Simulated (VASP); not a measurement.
# B6As (R-3m) in VASP: further runs

One crystal, B6As, is run at these levels: LDA; tasks: relaxation of cell and atoms.

Everything below comes from runs of VASP 6.6.1. Logs are shortened: lines on timing, memory, paths and dates and some standing lists are left out, and cuts for length are marked.

### Step 1. Starting point

The structure is trigonal, space group R-3m (No. 166). The conventional cell has a = 6.137 Å, b = 6.137 Å, c = 11.895 Å, α = 90.00°, β = 90.00°, γ = 120.00°. Around B (site symmetry m) lie 6 B at 1.77 to 1.90 Å. B (site symmetry m) is surrounded by 5 B at 1.73 to 1.81 Å. As (site symmetry 3m) is surrounded by 3 B at 2.00 Å.

The cell is a database's computed one.

### Step 2. Relaxation of cell and atoms, LDA

Contents of INCAR:

```
  ALGO = Normal
  EDIFF = 1E-6
  EDIFFG = -0.01
  ENCUT = 600
  GGA = CA
  IBRION = 2
  ISIF = 3
  ISMEAR = 0
  KPAR = 4
  LASPH = T
  LCHARG = F
  LREAL = F
  LWAVE = F
  NELM = 80
  NSW = 90
  PREC = Accurate
  SIGMA = 0.03
```

Contents of KPOINTS:

```
k-points
0
Gamma
  6 6 6
```

Contents of POSCAR:

```
B6As
1.0
    3.0684222178      1.7715543935      3.9649353976
   -3.0684222178      1.7715543935      3.9649353976
    0.0000000000     -3.5431087869      3.9649353976
B As
12 2
Direct
    0.0152897200      0.0152897200      0.3248784800
    0.0152897200      0.3248784800      0.0152897200
    0.8218557000      0.2724864900      0.8218557000
    0.8218557000      0.8218557000      0.2724864900
    0.2724864900      0.8218557000      0.8218557000
    0.7275135100      0.1781443000      0.1781443000
    0.1781443000      0.7275135100      0.1781443000
    0.1781443000      0.1781443000      0.7275135100
    0.9847102800      0.6751215200      0.9847102800
    0.9847102800      0.9847102800      0.6751215200
    0.6751215200      0.9847102800      0.9847102800
    0.3248784800      0.0152897200      0.0152897200
    0.6005523500      0.6005523500      0.6005523500
    0.3994476500      0.3994476500      0.3994476500
```

Potentials or basis: VASP PAW LDA potentials, release 64 (B, As).

Run with:

```sh
cat potpaw_LDA.64/B/POTCAR potpaw_LDA.64/As/POTCAR > POTCAR
mpirun -np 4 vasp_std > vasp.out
```

OUTCAR:

```text
EDIFF = 1E-6
   EDIFFG = -0.01
   ENCUT = 600
   GGA = CA
   IBRION = 2
   ISIF = 3
   ISMEAR = 0
   LASPH = T
   LREAL = F
   NELM = 80
   NSW = 90
   PREC = Accurate

 ion  position               nearest neighbor table
   1  0.015  0.015  0.325-  10 1.77   7 1.78   6 1.78   4 1.81   2 1.90  12 1.90
   2  0.015  0.325  0.015-   9 1.77   8 1.78   6 1.78   3 1.81  12 1.90   1 1.90
   3  0.822  0.272  0.822-   8 1.73   6 1.73  10 1.78  11 1.78   2 1.81  13 2.00
   4  0.822  0.822  0.272-   6 1.73   7 1.73   9 1.78  11 1.78   1 1.81  13 2.00
   5  0.272  0.822  0.822-   8 1.73   7 1.73  10 1.78   9 1.78  12 1.81  13 2.00
   6  0.728  0.178  0.178-   4 1.73   3 1.73   1 1.78   2 1.78  11 1.81  14 2.00
   7  0.178  0.728  0.178-   4 1.73   5 1.73   1 1.78  12 1.78   9 1.81  14 2.00
   8  0.178  0.178  0.728-   3 1.73   5 1.73   2 1.78  12 1.78  10 1.81  14 2.00
   9  0.985  0.675  0.985-   2 1.77   4 1.78   5 1.78   7 1.81  11 1.90  10 1.90
  10  0.985  0.985  0.675-   1 1.77   3 1.78   5 1.78   8 1.81   9 1.90  11 1.90
  11  0.675  0.985  0.985-  12 1.77   4 1.78   3 1.78   6 1.81   9 1.90  10 1.90
  12  0.325  0.015  0.015-  11 1.77   8 1.78   7 1.78   5 1.81   2 1.90   1 1.90
  13  0.601  0.601  0.601-   3 2.00   5 2.00   4 2.00  14 2.39
  14  0.399  0.399  0.399-   6 2.00   7 2.00   8 2.00  13 2.39

  LATTYP: Found a trigonal (rhomboedric) cell.
 ALAT       =     5.3173614305
 COS(alpha) =     0.3340097504

  Lattice vectors:

 A1 = (   3.0684222178,   1.7715543935,   3.9649353976)
 A2 = (  -3.0684222178,   1.7715543935,   3.9649353976)
 A3 = (   0.0000000000,  -3.5431087869,   3.9649353976)

Analysis of symmetry for initial positions (statically):
=====================================================================
 Subroutine PRICEL returns:
 Original cell was already a primitive cell.

 Routine SETGRP: Setting up the symmetry group for a
 trigonal (rhombohedral) supercell.

 Subroutine GETGRP returns: Found 12 space group operations
 (whereof 12 operations were pure point group operations)
 out of a pool of 12 trial point group operations.

The static configuration has the point symmetry D_3d.

Analysis of symmetry for dynamics (positions and initial velocities):
=====================================================================
 Subroutine PRICEL returns:
 Original cell was already a primitive cell.

 Routine SETGRP: Setting up the symmetry group for a
 trigonal (rhombohedral) supercell.

 Subroutine GETGRP returns: Found 12 space group operations
 (whereof 12 operations were pure point group operations)
 out of a pool of 12 trial point group operations.

The dynamic configuration has the point symmetry D_3d.

 Subroutine INISYM returns: Found 12 space group operations
[... 136 lines left out ...]
   ISMEAR =     0;   SIGMA  =   0.03  broadening in eV -4-tet -1-fermi 0-gaus
   EFERMI_NEDOS =   21; number of points for ismear=-14 and -15
   IALGO  =     38    algorithm
   IMIX   =      4    mixing-type and parameters
     AMIX     =   0.40;   BMIX     =  1.00
     AMIX_MAG =   1.60;   BMIX_MAG =  1.00
  volume/ion in A,a.u.               =       9.24        62.33
  Fermi-wavevector in a.u.,A,eV,Ry     =   1.159957  2.192000 18.306633  1.345500
  Thomas-Fermi vector in A             =   2.296544
   LORBIT       =      0    0 simple, 1 ext, 2 COOP (PROOUT), +10 PAW based schemes
   GGA     = CA    functional components
   LHFCALC =     F    Hartree Fock is set to
   AEXX    =    0.0000 exact exchange contribution
   IVDW    =     0    specifies the selected vdW correction
   LEPSILON=     F    determine dielectric tensor
   LRPA    =     F    only Hartree local field effects (RPA)
 conjugate gradient relaxation of ions
 non-spin polarized calculation
 Gauss-broadening in eV      SIGMA  =   0.03
  energy-cutoff  :      600.00
  volume of cell :      129.32
 maximum number of plane-waves:      4336
   NGX = 21   NGY = 21   NGZ = 21

--------------------------------------- Ionic step        1  -------------------------------------------

 number of electron      46.0000001 magnetization

 Free energy of the ion-electron system (eV)
  ---------------------------------------------------
  ext. energy  EPLUGINS =         0.00000000
  ---------------------------------------------------
  free energy    TOTEN  =      -102.73740564 eV

  energy without entropy =     -102.73740564  energy(sigma->0) =     -102.73740564

------------------------ aborting loop because EDIFF is reached ----------------------------------------

  FORCE on cell =-STRESS in cart. coord.  units (eV):
  Direction    XX          YY          ZZ          XY          YZ          ZX
  --------------------------------------------------------------------------------------
  -------------------------------------------------------------------------------------
  Total       -4.4684282     -4.4684282     -4.7442727      0.0000000     -0.0000000      0.0000000
  in kB      -55.3615688    -55.3615688    -58.7791432      0.0000000     -0.0000000      0.0000000
  external PRESSURE =     -56.5007602 kB  Pullay stress =       0.0000000 kB
[... 323 lines left out ...]
--------------------------------------- Ionic step        8  -------------------------------------------

 number of electron      46.0000000 magnetization

 Free energy of the ion-electron system (eV)
  ---------------------------------------------------
  ext. energy  EPLUGINS =         0.00000000
  ---------------------------------------------------
  free energy    TOTEN  =      -102.80492555 eV

  energy without entropy =     -102.80492555  energy(sigma->0) =     -102.80492555

 E-fermi :   4.9663     XC(G=0): -11.2980

 val. band max:        4.7998007430   @ k =   0.1667  -0.0000   0.0000
 cond. band min:       7.4638453536   @ k =   0.5000  -0.0000  -0.0000
 fundamental gap:      2.6640446106
 Fermi energy:         4.9663269263

 k-point     1 :       0.0000    0.0000    0.0000
  band No.  band energies     occupation
      1      -9.9960      2.00000
      2      -7.0585      2.00000
      3      -5.2182      2.00000
      4      -5.2182      2.00000
      5      -5.1642      2.00000
      6      -4.0794      2.00000
[... 805 lines left out ...]
     30      11.1216      0.00000
     31      11.5287      0.00000

 [... further k-points ...]

------------------------ aborting loop because EDIFF is reached ----------------------------------------

  FORCE on cell =-STRESS in cart. coord.  units (eV):
  Direction    XX          YY          ZZ          XY          YZ          ZX
  --------------------------------------------------------------------------------------
  -------------------------------------------------------------------------------------
  Total       -0.0134786     -0.0134786     -0.0329804      0.0000000     -0.0000000      0.0000000
  in kB       -0.1718258     -0.1718258     -0.4204375      0.0000000     -0.0000000      0.0000000
  external PRESSURE =      -0.2546963 kB  Pullay stress =       0.0000000 kB
[... 29 lines left out ...]
  FREE ENERGIE OF THE ION-ELECTRON SYSTEM (eV)
  ---------------------------------------------------
  free  energy   TOTEN  =      -102.8049255518 eV

  energy  without entropy=     -102.8049255518  energy(sigma->0) =     -102.80492555

 reached required accuracy - stopping structural energy minimisation
```

OSZICAR:

```text
N       E                     dE             d eps       ncg     rms          rms(c)
DAV:   1     0.148155731653E+03    0.14816E+03   -0.22937E+04  1984   0.150E+03
DAV:   2    -0.998856321255E+02   -0.24804E+03   -0.23648E+03  2566   0.255E+02
DAV:   3    -0.110944132175E+03   -0.11059E+02   -0.10941E+02  2488   0.531E+01
[... 59 lines left out ...]
       N       E                     dE             d eps       ncg     rms          rms(c)
DAV:   1    -0.102804922365E+03   -0.91339E-04   -0.10790E-02  2005   0.559E-01    0.239E-02
DAV:   2    -0.102804931865E+03   -0.95005E-05   -0.31902E-04  2593   0.910E-02    0.167E-02
DAV:   3    -0.102804925623E+03    0.62426E-05   -0.21744E-05  2360   0.248E-02    0.486E-03
DAV:   4    -0.102804925552E+03    0.70808E-07   -0.28890E-06  2032   0.860E-03
   8 F= -.10280493E+03 E0= -.10280493E+03  d E =-.945650E-04
```

Run time: 3.7 min. Hardware: 4 MPI ranks of Intel Xeon Platinum 8375C at 2.90GHz (Ice Lake), shared host; peak memory 0.29 GiB.

Results:

| Quantity | Value |
| --- | --- |
| Free energy | -102.8049 eV |
| Relaxed volume | 8.98 Å³/atom |
| Relaxed cell | a = 5.263 Å, b = 5.263 Å, c = 5.263 Å, α = 70.65°, β = 70.65°, γ = 70.65° |
| Space group after relaxing (to 0.05 Å) | R-3m (No. 166) |
| Energy gained by relaxing | 4.8 meV/atom |
| Ionic steps | 8 |
| Pressure after relaxing | 0.0 GPa |
| Largest force after relaxing | 0.009 eV/Å |
| Band gap on the k mesh | 2.66 eV, indirect (least direct gap 2.70 eV) |

Forces in eV/Å, atoms in the order of the input:
```
B    0.000 -0.005  0.000
B   -0.004  0.002  0.000
B    0.004 -0.002  0.000
B    0.000  0.004  0.000
B   -0.004 -0.002  0.000
B    0.004  0.002  0.000
B   -0.004  0.002  0.000
B    0.000 -0.004  0.000
B    0.004 -0.002  0.000
B    0.000  0.005  0.000
B   -0.004 -0.002  0.000
B    0.004  0.002  0.000
As   0.000  0.000 -0.009
As   0.000  0.000  0.009
```

Step by step:
```csv
step,energy change (eV),largest force (eV/Å),pressure (GPa),volume (Å³)
1,0.0000,0.1876,-5.65,129.32
2,-0.0147,0.4029,4.76,123.32
3,-0.0638,0.1233,-0.32,126.07
4,-0.0665,0.0825,0.11,125.58
5,-0.0669,0.0273,-0.01,125.71
6,-0.0674,0.0201,0.03,125.67
7,-0.0674,0.0278,0.06,125.64
8,-0.0675,0.0089,-0.03,125.68
```

Final structure:
```yaml
crystal:
  lattice:
    - [3.04297, 1.75686, 3.91814]
    - [-3.04297, 1.75686, 3.91814]
    - [0.00000, -3.51372, 3.91814]
  atoms:
    - { symbol: B, position: [0.01572, 0.01572, 0.32434] }
    - { symbol: B, position: [0.01572, 0.32434, 0.01572] }
    - { symbol: B, position: [0.82206, 0.27217, 0.82206] }
    - { symbol: B, position: [0.82206, 0.82206, 0.27217] }
    - { symbol: B, position: [0.27217, 0.82206, 0.82206] }
    - { symbol: B, position: [0.72783, 0.17794, 0.17794] }
    - { symbol: B, position: [0.17794, 0.72783, 0.17794] }
    - { symbol: B, position: [0.17794, 0.17794, 0.72783] }
    - { symbol: B, position: [0.98428, 0.67566, 0.98428] }
    - { symbol: B, position: [0.98428, 0.98428, 0.67566] }
    - { symbol: B, position: [0.67566, 0.98428, 0.98428] }
    - { symbol: B, position: [0.32434, 0.01572, 0.01572] }
    - { symbol: As, position: [0.60107, 0.60107, 0.60107] }
    - { symbol: As, position: [0.39893, 0.39893, 0.39893] }
```

A k mesh can miss the band edges.

### Step 3. Relaxation of cell and atoms, LDA

This run uses another cell than the first one, of 8.98 Å³/atom, 0.972 times its volume.

Changes to INCAR since step 2:

```diff
@@ -1,4 +1,4 @@
   ALGO = Normal
-  EDIFF = 1E-6
-  EDIFFG = -0.01
+  EDIFF = 1E-7
+  EDIFFG = -0.005
   ENCUT = 600
```

KPOINTS is that of step 2.

Contents of POSCAR:

```
B6As                                    
1.0
    3.0429685547      1.7568587143      3.9181402212
   -3.0429685547      1.7568587143      3.9181402212
   -0.0000000000     -3.5137174285      3.9181402212
  B               As            
    12     2
Direct
     0.0157187223078006    0.0157187223078006    0.3243385404120412
     0.0157187223078008    0.3243385404120412    0.0157187223078005
     0.8220632302283618    0.2721693339739492    0.8220632302283615
     0.8220632302283614    0.8220632302283614    0.2721693339739494
     0.2721693339739492    0.8220632302283618    0.8220632302283615
     0.7278306660260508    0.1779367697716382    0.1779367697716385
     0.1779367697716382    0.7278306660260508    0.1779367697716385
     0.1779367697716386    0.1779367697716386    0.7278306660260506
     0.9842812776921992    0.6756614595879588    0.9842812776921994
     0.9842812776921993    0.9842812776921993    0.6756614595879588
     0.6756614595879588    0.9842812776921992    0.9842812776921994
     0.3243385404120412    0.0157187223078008    0.0157187223078005
     0.6010743139527150    0.6010743139527150    0.6010743139527150
     0.3989256860472850    0.3989256860472850    0.3989256860472850
```

Potentials or basis: VASP PAW LDA potentials, release 64 (B, As).

Run with:

```sh
cat potpaw_LDA.64/B/POTCAR potpaw_LDA.64/As/POTCAR > POTCAR
mpirun -np 4 vasp_std > vasp.out
```

Run time: 1.7 min. Hardware: 4 MPI ranks of Intel Xeon Platinum 8375C at 2.90GHz (Ice Lake), shared host; peak memory 0.28 GiB.

It converged, with:

```yaml
Free_energy: -102.8029 eV
Relaxed_volume: 8.98 Å³/atom
Relaxed_cell: a = 5.263 Å, b = 5.263 Å, c = 5.263 Å, α = 70.65°, β = 70.65°, γ = 70.65°
Space_group_after_relaxing_to_0.05_Å: R-3m (No. 166)
Energy_gained_by_relaxing: 0.0 meV/atom
Ionic_steps: 3
Pressure_after_relaxing: 0.0 GPa
Band_gap_on_the_k_mesh: 2.67 eV, indirect (least direct gap 2.70 eV)
```

Forces in eV/Å, atoms in the order of the input:
```
B    0.000 -0.001  0.000
B   -0.001  0.001  0.000
B   -0.001  0.001 -0.002
B    0.000 -0.001 -0.002
B    0.001  0.001 -0.002
B   -0.001 -0.001  0.002
B    0.001 -0.001  0.002
B    0.000  0.001  0.002
B    0.001 -0.001  0.000
B    0.000  0.001  0.000
B   -0.001 -0.001  0.000
B    0.001  0.001  0.000
As   0.000  0.000 -0.001
As   0.000  0.000  0.001
```

Final structure:
```
B As
1.0
     3.04288    1.75681    3.91786
    -3.04288    1.75681    3.91786
     0.00000   -3.51362    3.91786
B As
12 2
Direct
  0.01571 0.01571 0.32436
  0.01571 0.32436 0.01571
  0.82208 0.27215 0.82208
  0.82208 0.82208 0.27215
  0.27215 0.82208 0.82208
  0.72785 0.17792 0.17792
  0.17792 0.72785 0.17792
  0.17792 0.17792 0.72785
  0.98429 0.67564 0.98429
  0.98430 0.98430 0.67564
  0.67564 0.98429 0.98429
  0.32436 0.01571 0.01571
  0.60105 0.60105 0.60105
  0.39895 0.39895 0.39895
```

Levels at points of the mesh, in eV from the valence-band top:
| k point | band 20 | band 21 | band 22 | band 23 | band 24 | band 25 | band 26 | band 27 |
| --- | --- | --- | --- | --- | --- | --- | --- | --- |
| (0.00, 0.00, 0.00) | -0.24 | -0.24 | 0.00 | 0.00 | 4.51 | 4.77 | 4.77 | 5.08 |
| (0.50, 0.00, 0.00) | -1.44 | -1.28 | -1.04 | -0.03 | 2.67 | 4.25 | 4.60 | 5.16 |
| (0.50, 0.50, 0.00) | -1.54 | -0.95 | -0.75 | -0.24 | 3.40 | 4.52 | 4.79 | 5.12 |
| (0.50, 0.50, 0.50) | -0.85 | -0.81 | -0.81 | -0.09 | 2.77 | 3.78 | 3.79 | 4.63 |
